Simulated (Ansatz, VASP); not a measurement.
# One calculation of BeTe, two programs

Contents of POSCAR:

```
BeTe
1.0
    0.0000000000      2.6832298771      2.6832298771
    2.6832298771      0.0000000000      2.6832298771
    2.6832298771      2.6832298771      0.0000000000
Be Te
1 1
Direct
    0.0000000000      0.0000000000      0.0000000000
    0.5000000000      0.5000000000      0.5000000000
```

Contents of INCAR.step1:

```
PREC = Accurate
ENCUT = 520
ISMEAR = 0
SIGMA = 0.05
LREAL = F
LASPH = T
NELM = 60
NBANDS = 11
GGA = PE
ALGO = Normal
EDIFF = 1E-4
LWAVE = T
LCHARG = F
```

The input INCAR.step2:

```
PREC = Accurate
ENCUT = 520
EDIFF = 1E-7
ISMEAR = 0
SIGMA = 0.05
LREAL = F
LASPH = T
NELM = 60
ALGO = Normal
ISIF = 2
LWAVE = F
LCHARG = F
METAGGA = R2SCAN
LMIXTAU = T
NBANDS = 11
ISTART = 1
```

Contents of KPOINTS:

```
regular mesh
0
Gamma
  6 6 6
```

Input for Ansatz:

```yaml
crystal:
  lattice:
    - [0.0, 2.6832298771, 2.6832298771]
    - [2.6832298771, 0.0, 2.6832298771]
    - [2.6832298771, 2.6832298771, 0.0]
  atoms:
    - { symbol: Be, position: [0.0, 0.0, 0.0] }
    - { symbol: Te, position: [0.5, 0.5, 0.5] }
kpoints:
  mp_grid: { grid: [6, 6, 6] }
hamiltonian:
  xc: r2scan
scf:
  occupations: { method: gaussian, width: 0.05 }
  n_extra_bands: 4
output:
  forces: true
  stress: true
  eigenvalues: true
```

Alike in both runs: task single point; functional r2SCAN; k mesh 6 × 6 × 6; occupations gaussian, width 0.05 eV; no spin polarisation.

|  | VASP | Ansatz |
| --- | --- | --- |
| version | VASP 6.6.1 | Ansatz 0.2.0 |
| potentials or method | VASP PAW PBE potentials, release 64 (Be, Te) | plane waves |
| plane-wave cutoff (eV) | 520 | 500 |
| valence electrons in the cell | 8 | 18 |

|  | VASP | Ansatz | Ansatz less VASP |
| --- | --- | --- | --- |
| pressure (GPa) | 0.1 | 0.1 | -0.02 |

The functional is the same, so the differences come from potentials, cutoffs and numerics. The two sets of potentials don't hold the same shells in valence.

Caveats: the PAW data sets were made with another functional, which shifts forces and pressure a little (VASP). The runs have no spin-orbit coupling, so splittings on Te are missing.
